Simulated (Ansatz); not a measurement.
# Σ9 (114) boundary in bcc Nb with Al (substitutional): structure and resistance

How much does the Σ9 (114) boundary in bcc Nb with Al (substitutional) reflect electrons?

Method: Ansatz plane-wave DFT, PBE, PAW files; relaxation of a bicrystal slab with its lowest layers held; PAW set soft_1, in the first sound run; inputs show where later runs differ, in Ansatz 0.2.0.

### Step 1. Set-up

The cell holds 24 atoms: 23 Nb and 1 Al. Cell: a = 5.483 Å, b = 4.676 Å, c = 29.703 Å, α = 90.0°, β = 90.0°, γ = 64.8°. It derives from Nb. built on the (1 1 4) plane; 2 overlapping atoms removed and the grains opened by 0 Å. Vacuum lies along c.

### Step 2. Relaxing the bicrystal

The boundary is built by mirroring the lower grain in the boundary plane and removing any atoms that overlap; then the Al is put in at the boundary. A thin bicrystal slab is relaxed first, with the lowest layers held and the upper grain free to shift and open.

File input.yaml:

```yaml
crystal:
  lattice:
    - [5.4828782722, 0.0, 0.0]
    - [1.9937739172, 4.2294331709, 0.0]
    - [0.0, 0.0, 29.703257204]
  atoms:
    - { symbol: Nb, position: [0.4444444445, 0.7777777778, 0.1683317074] }
    - { symbol: Nb, position: [1.0e-10, 0.5000000001, 0.1945679675] }
    - { symbol: Nb, position: [0.5555555556, 0.2222222223, 0.2208042277] }
    - { symbol: Nb, position: [0.1111111112, 0.9444444445, 0.2470404879] }
    - { symbol: Nb, position: [0.6666666667, 0.6666666667, 0.273276748] }
    - { symbol: Nb, position: [0.2222222223, 0.3888888889, 0.2995130082] }
    - { symbol: Nb, position: [0.7777777778, 0.1111111111, 0.3257492683] }
    - { symbol: Nb, position: [0.3333333334, 0.8333333334, 0.3519855285] }
    - { symbol: Nb, position: [0.8888888889, 0.5555555556, 0.3782217886] }
    - { symbol: Nb, position: [0.4444444445, 0.2777777778, 0.4044580488] }
    - { symbol: Al, position: [0.0, 0.0, 0.4306943089] }
    - { symbol: Nb, position: [0.8888888889, 0.5555555556, 0.4831668293] }
    - { symbol: Nb, position: [0.3333333334, 0.8333333334, 0.5094030894] }
    - { symbol: Nb, position: [0.7777777778, 0.1111111111, 0.5356393496] }
    - { symbol: Nb, position: [0.2222222223, 0.3888888889, 0.5618756097] }
    - { symbol: Nb, position: [0.6666666667, 0.6666666667, 0.5881118699] }
    - { symbol: Nb, position: [0.1111111112, 0.9444444445, 0.61434813] }
    - { symbol: Nb, position: [0.5555555556, 0.2222222223, 0.6405843902] }
    - { symbol: Nb, position: [1.0e-10, 0.5000000001, 0.6668206504] }
    - { symbol: Nb, position: [0.4444444445, 0.7777777778, 0.6930569105] }
    - { symbol: Nb, position: [0.888888889, 0.0555555556, 0.7192931707] }
    - { symbol: Nb, position: [0.3333333334, 0.3333333334, 0.7455294308] }
    - { symbol: Nb, position: [0.7777777779, 0.6111111112, 0.771765691] }
    - { symbol: Nb, position: [0.2222222223, 0.888888889, 0.7980019511] }
kpoints:
  mp_grid: { grid: [6, 6, 1] }
hamiltonian:
  xc: pbe
  pseudopotentials: { kind: paw, azcp: { folder: soft_1 } }
scf:
  occupations: { method: fermi_dirac, width: 0.1 }
relax:
  f_tol: 0.03
  max_steps: 80
  constraints: [{ sites: [0, 1, 2, 3] }]
```

On the command line:

```bash
> ansatz run input.yaml --threads 4 --pin off --max-ram 15360MiB --backend cpu --events-out ev --progress --plain --runs-dir out
```

Numbers of over 12 decimals in the logs are rounded to 6 here.

What it wrote:

```text
Engine: ansatz 0.2.0, aarch64-unknown-linux-gnu
Pseudopotentials: kind: paw
Pseudopotential: Nb, paw, valence charge 13, recommended cutoff 420 eV (normal), soft_1/Nb.paw.azcp
Pseudopotential: Al, paw, valence charge 3, recommended cutoff 420 eV (normal), soft_1/Al.paw.azcp
Functional definition: PBE
  parameter kappa = 0.804
  parameter beta = 0.066725
  exchange = pbe_x(kappa = kappa, mu = beta*pi^2/3)
  correlation = pbe_c(beta = beta)
Crystal: 24 atoms, lattice volume = 688.803 Å³
Basis set: ecut = 420 eV, 13469 PW (Γ), exchange–correlation on 80×64×400 points (8 copies of the dense FFT grid, shifted against one another)
Bands: 182, of which v1, the nominal top of the filled ones, is band 151 counted from 1 (150 counted from 0)
Symmetry: 2 space group operations
Space group: Cm (ITA 8), of the structure as read, at distance tolerance 8.8e-5 Å
k-points: 13 of 36 (time reversal used)
Non-local potential: Nb, projectors of the file, l = 0: 3, l = 1: 2, l = 2: 2, l = 3: 1
Non-local potential: Al, projectors of the file, l = 0: 2, l = 1: 2, l = 2: 1
PAW form: soft (Blöchl's): semilocal exchange-correlation on the pseudo side does not see the compensation charge
PAW one-centre angular grid: Nb, 590 points (default); XC on 64 Gauss nodes
PAW one-centre angular grid: Al, 110 points (default); XC on 64 Gauss nodes
Initial density: superposition of atomic densities (neutral atoms: chi_scale 0, normalization atom)
Initial wavefunctions: pseudopotential atomic-orbital guess
Functional: x = pbe(κ = 0.804, μ = 0.219515), c = pbe(β = 0.066725)
SCF iter   1: F=—  HF=-105253.730753 eV  |F-HF|=—  |Δ(HF+E_count)|=         —  Δρ=7.44e-2  dr2=3.66e2  ethr=3.10e-3  ⟨swp⟩=9.1  Hψ=11249  notcnv=0
preconditioner: auto → LDOS  [metal: Δε(μ)=0.006 eV  Ē_g=3.746 eV  σ=0.100 eV  W_gap=0.01  n_scr=148 (ndim 8)  ℏωp=15.4 eV  f_vac=0.279  D(μ)=25.12/eV (n_scr^D=196)  β→1.0]
SCF iter   2: F=—  HF=-105239.882562 eV  |F-HF|=—  |Δ(HF+E_count)|=    1.38e1  Δρ=5.95e-2  dr2=3.91e2  ethr=3.10e-3  ⟨swp⟩=12.0  Hψ=10835  notcnv=0  defer=8
SCF iter   3: F=—  HF=-105232.522638 eV  |F-HF|=—  |Δ(HF+E_count)|=    7.36e0  Δρ=1.66e-2  dr2=1.58e1  ethr=3.10e-3  ⟨swp⟩=11.0  Hψ=8244  notcnv=0  defer=6
SCF iter   4: F=—  HF=-105231.771762 eV  |F-HF|=—  |Δ(HF+E_count)|=   7.51e-1  Δρ=4.16e-3  dr2=3.48e-1  ethr=3.10e-3  ⟨swp⟩=5.2  Hψ=3614  notcnv=0  defer=2
SCF iter   5: F=—  HF=-105231.752349 eV  |F-HF|=—  |Δ(HF+E_count)|=   1.94e-2  Δρ=2.13e-3  dr2=4.72e-1  ethr=1.15e-4  ⟨swp⟩=4.9  Hψ=4981  notcnv=0  defer=4
SCF iter   6: F=—  HF=-105231.746217 eV  |F-HF|=—  |Δ(HF+E_count)|=   6.13e-3  Δρ=6.20e-4  dr2=2.00e-2  ethr=1.15e-4  ⟨swp⟩=1.8  Hψ=2671  notcnv=0  defer=1
SCF iter   7: F=—  HF=-105231.744754 eV  |F-HF|=—  |Δ(HF+E_count)|=   1.46e-3  Δρ=1.40e-4  dr2=8.08e-4  ethr=6.63e-6  ⟨swp⟩=2.4  Hψ=2884  notcnv=0  defer=1
SCF iter   8: F=—  HF=-105231.744800 eV  |F-HF|=—  |Δ(HF+E_count)|=   4.66e-5  Δρ=4.46e-5  dr2=3.14e-5  ethr=2.68e-7  ⟨swp⟩=2.1  Hψ=3344  notcnv=0
SCF iter   9: F=-105231.744801 eV  HF=-105231.744802 eV  |F-HF|=1.07e-6  |Δ(HF+E_count)|=   1.43e-6  Δρ=1.49e-5  dr2=4.02e-6  ethr=7.45e-9  ⟨swp⟩=5.0  Hψ=7709  notcnv=0
SCF 1 converged in 9 iterations: F = -105231.744801 eV  dr2 = 4.02e-6
  greatest PAW one-centre occupation: 0.998 electrons in one spin orbital (limit 2), on the Nb atom at site 19 (counted from 0), in its partial waves of l = 0
relax step   1: F+E_penalty+E_count = -105231.74480056 eV  Δ(F+E_penalty+E_count) = +0.000e0 eV  max|allowed force component| = 1.730e0 eV/Å  Δτ_max = 0.0000 Å  (9 SCF iters, dr2 threshold 2.25e-5 eV, accepted)
Initial density: handed on by an earlier stage of this run
Initial wavefunctions: those handed on with the density
iter 1 solved again at ethr=2.50e-3 eV; its pass at ethr=3.10e-3 eV (dr2=7.55e0 eV) is discarded
SCF iter   1: F=—  HF=-105232.662470 eV  |F-HF|=—  |Δ(HF+E_count)|=         —  Δρ=1.29e-2  dr2=7.81e0  ethr=2.50e-3  ⟨swp⟩=1.7  Hψ=7594  notcnv=0  defer=1
preconditioner: auto → LDOS  [metal: Δε(μ)=0.017 eV  Ē_g=3.111 eV  σ=0.100 eV  W_gap=0.04  n_scr=148 (ndim 8)  ℏωp=15.4 eV  f_vac=0.287  D(μ)=32.50/eV (n_scr^D=284)  β→1.0]
SCF iter   2: F=—  HF=-105232.345506 eV  |F-HF|=—  |Δ(HF+E_count)|=   3.17e-1  Δρ=3.34e-3  dr2=2.71e-1  ethr=2.50e-3  ⟨swp⟩=2.9  Hψ=2661  notcnv=0
SCF iter   3: F=—  HF=-105232.344259 eV  |F-HF|=—  |Δ(HF+E_count)|=   1.25e-3  Δρ=1.83e-3  dr2=5.64e-2  ethr=8.96e-5  ⟨swp⟩=2.8  Hψ=4740  notcnv=0  defer=1
SCF iter   4: F=—  HF=-105232.334488 eV  |F-HF|=—  |Δ(HF+E_count)|=   9.77e-3  Δρ=4.07e-4  dr2=2.56e-3  ethr=1.87e-5  ⟨swp⟩=2.2  Hψ=4369  notcnv=0
SCF iter   5: F=—  HF=-105232.334083 eV  |F-HF|=—  |Δ(HF+E_count)|=   4.05e-4  Δρ=1.10e-4  dr2=1.38e-4  ethr=8.48e-7  ⟨swp⟩=3.0  Hψ=4465  notcnv=0
SCF iter   6: F=-105232.334098 eV  HF=-105232.334102 eV  |F-HF|=4.29e-6  |Δ(HF+E_count)|=   1.91e-5  Δρ=3.65e-5  dr2=1.77e-5  ethr=3.31e-8  ⟨swp⟩=2.5  Hψ=8974  notcnv=0
SCF 2 converged in 6 iterations: F = -105232.334098 eV  dr2 = 1.77e-5
relax step   2: F+E_penalty+E_count = -105232.33409808 eV  Δ(F+E_penalty+E_count) = -5.893e-1 eV  max|allowed force component| = 6.324e-1 eV/Å  Δτ_max = 0.1949 Å  (6 SCF iters, dr2 threshold 1.00e-4 eV, accepted)
SCF iter   1: F=—  HF=-105233.392656 eV  |F-HF|=—  |Δ(HF+E_count)|=         —  Δρ=1.99e-2  dr2=3.82e1  ethr=3.10e-3  ⟨swp⟩=6.8  Hψ=6760  notcnv=0
preconditioner: auto → LDOS  [metal: Δε(μ)=0.007 eV  Ē_g=3.156 eV  σ=0.100 eV  W_gap=0.02  n_scr=148 (ndim 8)  ℏωp=15.4 eV  f_vac=0.294  D(μ)=30.43/eV (n_scr^D=264)  β→1.0]
SCF iter   2: F=—  HF=-105232.801362 eV  |F-HF|=—  |Δ(HF+E_count)|=   5.91e-1  Δρ=5.33e-3  dr2=8.76e-1  ethr=3.10e-3  ⟨swp⟩=2.0  Hψ=2973  notcnv=0
SCF iter   3: F=—  HF=-105232.781951 eV  |F-HF|=—  |Δ(HF+E_count)|=   1.94e-2  Δρ=3.14e-3  dr2=1.37e-1  ethr=2.90e-4  ⟨swp⟩=2.5  Hψ=4375  notcnv=0
SCF iter   4: F=—  HF=-105232.755630 eV  |F-HF|=—  |Δ(HF+E_count)|=   2.63e-2  Δρ=3.96e-4  dr2=2.96e-3  ethr=4.52e-5  ⟨swp⟩=2.0  Hψ=4009  notcnv=0
SCF iter   5: F=—  HF=-105232.754795 eV  |F-HF|=—  |Δ(HF+E_count)|=   8.36e-4  Δρ=2.05e-4  dr2=9.28e-4  ethr=9.80e-7  ⟨swp⟩=3.0  Hψ=4440  notcnv=0
SCF iter   6: F=—  HF=-105232.754712 eV  |F-HF|=—  |Δ(HF+E_count)|=   8.28e-5  Δρ=5.88e-5  dr2=8.39e-5  ethr=3.07e-7  ⟨swp⟩=2.1  Hψ=3343  notcnv=0
SCF iter   7: F=-105232.754709 eV  HF=-105232.754711 eV  |F-HF|=2.48e-6  |Δ(HF+E_count)|=   6.16e-7  Δρ=1.70e-5  dr2=6.61e-6  ethr=8.28e-9  ⟨swp⟩=5.0  Hψ=8157  notcnv=0
SCF 3 converged in 7 iterations: F = -105232.754709 eV  dr2 = 6.61e-6
relax step   3: F+E_penalty+E_count = -105232.75470864 eV  Δ(F+E_penalty+E_count) = -4.206e-1 eV  max|allowed force component| = 5.806e-1 eV/Å  Δτ_max = 0.1943 Å  (7 SCF iters, dr2 threshold 2.50e-5 eV, accepted)
[... from here on, the SCF cycles and remarks between the steps are left out ...]
relax step   4: F+E_penalty+E_count = -105233.09521853 eV  Δ(F+E_penalty+E_count) = -3.405e-1 eV  max|allowed force component| = 3.467e-1 eV/Å  Δτ_max = 0.1946 Å  (7 SCF iters, dr2 threshold 4.50e-5 eV, accepted)
relax step   5: F+E_penalty+E_count = -105233.28974459 eV  Δ(F+E_penalty+E_count) = -1.945e-1 eV  max|allowed force component| = 1.739e-1 eV/Å  Δτ_max = 0.1924 Å  (7 SCF iters, dr2 threshold 4.29e-5 eV, accepted)
relax step   6: F+E_penalty+E_count = -105233.36267377 eV  Δ(F+E_penalty+E_count) = -7.293e-2 eV  max|allowed force component| = 2.534e-1 eV/Å  Δτ_max = 0.2000 Å  (7 SCF iters, dr2 threshold 7.62e-6 eV, accepted)
relax step   7: F+E_penalty+E_count = -105233.38287201 eV  Δ(F+E_penalty+E_count) = -2.020e-2 eV  max|allowed force component| = 9.469e-2 eV/Å  Δτ_max = 0.1411 Å  (7 SCF iters, dr2 threshold 1.62e-5 eV, accepted)
relax step   8: F+E_penalty+E_count = -105233.38749950 eV  Δ(F+E_penalty+E_count) = -4.627e-3 eV  max|allowed force component| = 8.038e-2 eV/Å  Δτ_max = 0.0842 Å  (7 SCF iters, dr2 threshold 1.25e-6 eV, accepted)
relax step   9: F+E_penalty+E_count = -105233.39016174 eV  Δ(F+E_penalty+E_count) = -2.662e-3 eV  max|allowed force component| = 1.121e-1 eV/Å  Δτ_max = 0.0442 Å  (6 SCF iters, dr2 threshold 9.03e-7 eV, accepted)
relax step  10: F+E_penalty+E_count = -105233.39192635 eV  Δ(F+E_penalty+E_count) = -1.765e-3 eV  max|allowed force component| = 2.439e-2 eV/Å  Δτ_max = 0.0130 Å  (4 SCF iters, dr2 threshold 9.06e-6 eV, accepted)
iter 1 solved again at ethr=1.67e-9 eV; its pass at ethr=3.10e-3 eV (dr2=5.05e-6 eV) is discarded
SCF iter   1: F=—  HF=-105233.391968 eV  |F-HF|=—  |Δ(HF+E_count)|=         —  Δρ=2.64e-5  dr2=5.05e-6  ethr=1.67e-9  ⟨swp⟩=1.8  Hψ=5616  notcnv=0
preconditioner: auto → LDOS  [metal: Δε(μ)=0.004 eV  Ē_g=3.241 eV  σ=0.100 eV  W_gap=0.01  n_scr=148 (ndim 8)  ℏωp=15.4 eV  f_vac=0.315  D(μ)=28.95/eV (n_scr^D=240)  β→1.0]
SCF iter   2: F=—  HF=-105233.391930 eV  |F-HF|=—  |Δ(HF+E_count)|=   3.81e-5  Δρ=1.84e-5  dr2=2.66e-6  ethr=1.67e-9  ⟨swp⟩=2.4  Hψ=4252  notcnv=0
SCF iter   3: F=-105233.391929 eV  HF=-105233.391929 eV  |F-HF|=1.82e-8  |Δ(HF+E_count)|=   9.74e-7  Δρ=2.97e-6  dr2=9.82e-8  ethr=3.31e-11  ⟨swp⟩=3.6  Hψ=9847  notcnv=0
SCF 11 converged in 3 iterations: F = -105233.391929 eV  dr2 = 9.82e-8
relax step  11: F+E_penalty+E_count = -105233.39192872 eV  Δ(F+E_penalty+E_count) = -2.370e-6 eV  max|allowed force component| = 2.432e-2 eV/Å  Δτ_max = 0.0000 Å  (3 SCF iters, accepted)
SCF converged after 3 iterations
Free energy (F): -105233.391929 eV
Harris-Foulkes:  -105233.391929 eV  (|F-HF|=1.82e-8)
Internal energy: -105232.435603 eV  (E = F + TS)
E sigma→0 (E₀):  -105232.913766 eV
Entropy (-TS):   -0.956326 eV (-39.847 meV/atom)
Fermi energy:    9.716049 eV
--- Per-component energies (eV) ---
  E_band       = -3985.748554
  E_kinetic    = 8589.725660
  E_local      = -245975.900683  (includes V_loc(G=0)·N_el)
  E_nonlocal   = 2203.686373
  E_hartree    = 119270.875526
  E_xc         = -3838.909074
  E_vxc        = -4629.844183  (∫ρ·V_xc dr)
  E_paw        = -71362.470982  (= ΣΔE_a)
  E_vpaw       = -2715.186439  (= ΣTr[D̂ρ^β])
  E_aug_tail   = 0.000971  (compensation charges beyond the density's cutoff)
  E_ewald      = 85880.556607
  E_smearing   = -0.956326  (= −TS)
  E_closure    = -0.000000  (closes the sum)
  Σ components = -105233.391929   (vs F -105233.391929, Δ=0.00e0)
--- Forces (eV/Å), atoms counted from 1 ---
  atom   1  Nb    -0.03973694     0.01873217     1.69103814
  atom   2  Nb    -0.11988064     0.05651228    -0.01879429
  atom   3  Nb    -0.14584213     0.06875064    -0.89777936
  atom   4  Nb     0.33471039    -0.15778399    -0.78165194
  atom   5  Nb    -0.00347005     0.00163580    -0.00178558
  atom   6  Nb     0.00097843    -0.00046124    -0.00797559
  atom   7  Nb    -0.00002328     0.00001097     0.00834478
  atom   8  Nb     0.00291467    -0.00137399     0.00119807
  atom   9  Nb    -0.00120421     0.00056767     0.02432478
  atom  10  Nb    -0.00557872     0.00262983     0.00717040
  atom  11  Al     0.00616661    -0.00290697     0.00166047
  atom  12  Nb    -0.01531152     0.00721792    -0.01908565
  atom  13  Nb    -0.00440392     0.00207603     0.00196460
  atom  14  Nb     0.00512505    -0.00241597    -0.00376623
  atom  15  Nb     0.00189542    -0.00089351    -0.00280968
  atom  16  Nb    -0.00316287     0.00149099    -0.00217727
  atom  17  Nb    -0.00465043     0.00219223     0.00320705
  atom  18  Nb    -0.00153506     0.00072364     0.00792329
  atom  19  Nb    -0.00142137     0.00067004    -0.00355381
  atom  20  Nb    -0.00169360     0.00079837     0.00109554
  atom  21  Nb     0.00406589    -0.00191668    -0.00255623
  atom  22  Nb    -0.00057947     0.00027316    -0.00609052
  atom  23  Nb    -0.00361872     0.00170588    -0.00460687
  atom  24  Nb    -0.00383090     0.00180590     0.00455907
  max |Σ_I F_I| component: 1.47e-4 eV/Å
--- Relaxed structure (11 steps of the walk, 11 accepted, 0 SCFs on fresh bases) ---
  F+E_penalty+E_count = -105233.39192872 eV   max|allowed force component| = 2.432e-2 eV/Å
  atoms:
    - { symbol: Nb, position: [0.4444444445, 0.777778, 0.1683317074] }
    - { symbol: Nb, position: [1.0000003602961272e-10, 0.49999999995, 0.194568] }
    - { symbol: Nb, position: [0.5555555556, 0.222222, 0.220804] }
    - { symbol: Nb, position: [0.111111, 0.944444, 0.247040] }
    - { symbol: Nb, position: [0.664371, 0.667815, 0.270987] }
    - { symbol: Nb, position: [0.214089, 0.392956, 0.298604] }
    - { symbol: Nb, position: [0.760616, 0.119692, 0.325211] }
    - { symbol: Nb, position: [0.327173, 0.836414, 0.352527] }
    - { symbol: Nb, position: [0.852447, 0.573777, 0.372747] }
    - { symbol: Nb, position: [0.386222, 0.306889, 0.416751] }
    - { symbol: Al, position: [-0.053028, 0.026514, 0.417523] }
    - { symbol: Nb, position: [0.867490, 0.566255, 0.462589] }
    - { symbol: Nb, position: [0.333781, 0.833109, 0.481968] }
    - { symbol: Nb, position: [0.771203, 0.114398, 0.510345] }
    - { symbol: Nb, position: [0.227162, 0.386419, 0.535718] }
    - { symbol: Nb, position: [0.677863, 0.661069, 0.562510] }
    - { symbol: Nb, position: [0.122752, 0.938624, 0.588046] }
    - { symbol: Nb, position: [0.557595, 0.221203, 0.614453] }
    - { symbol: Nb, position: [-0.00455067, 0.502275, 0.641452] }
    - { symbol: Nb, position: [0.434980, 0.782510, 0.668845] }
    - { symbol: Nb, position: [0.878384, 0.060808, 0.693286] }
    - { symbol: Nb, position: [0.314135, 0.342932, 0.720344] }
    - { symbol: Nb, position: [0.750581, 0.624710, 0.743409] }
    - { symbol: Nb, position: [0.179126, 0.910437, 0.763904] }
```

It took 8.6 min on 4 threads of Arm Neoverse V1, shared host; peak memory 2.9 GiB; 33 min of CPU time.

Step by step:

```csv
step,energy less that of the first step (eV),largest force component (eV/Å)
1,0.0000,1.7301
2,-0.5893,0.6324
3,-1.0099,0.5806
4,-1.3504,0.3467
5,-1.5449,0.1739
6,-1.6179,0.2534
7,-1.6381,0.0947
8,-1.6427,0.0804
9,-1.6454,0.1121
10,-1.6471,0.0244
11,-1.6471,0.0243
```

Forces are held to the 2 operations that the run works with; a distortion that breaks them can't arise in this run.

The atoms that moved most (Å):

```csv
atom,dx,dy,dz,length
Nb24,-0.193,0.091,-1.013,1.035
Nb23,-0.122,0.058,-0.842,0.853
Nb13,0.002,-0.001,-0.815,0.815
Nb17,0.052,-0.025,-0.781,0.783
Nb15,0.022,-0.010,-0.777,0.777
Nb18,0.009,-0.004,-0.776,0.776
Nb21,-0.047,0.022,-0.772,0.774
Nb16,0.050,-0.024,-0.760,0.762
```

This step gave:

```yaml
free_energy: -105233.3919 eV
energy_at_zero_smearing: -105232.9138 eV
fermi_energy: 9.716 eV
```

The largest force component on a free atom ends at 0.024 eV/Å, under the tolerance of 0.03, after 11 steps.

(Part 1 of 2 ends here.)

[Logs are printed without paths, hosts, clocks, repeated set-up lines and the standing remarks that a program may print on its own settings, such as how far it seeks lower states.]

[Hosts, paths, dates, database ids (printed as entryN), source tags and the programs' standing remarks are cut or masked in the printed files.]
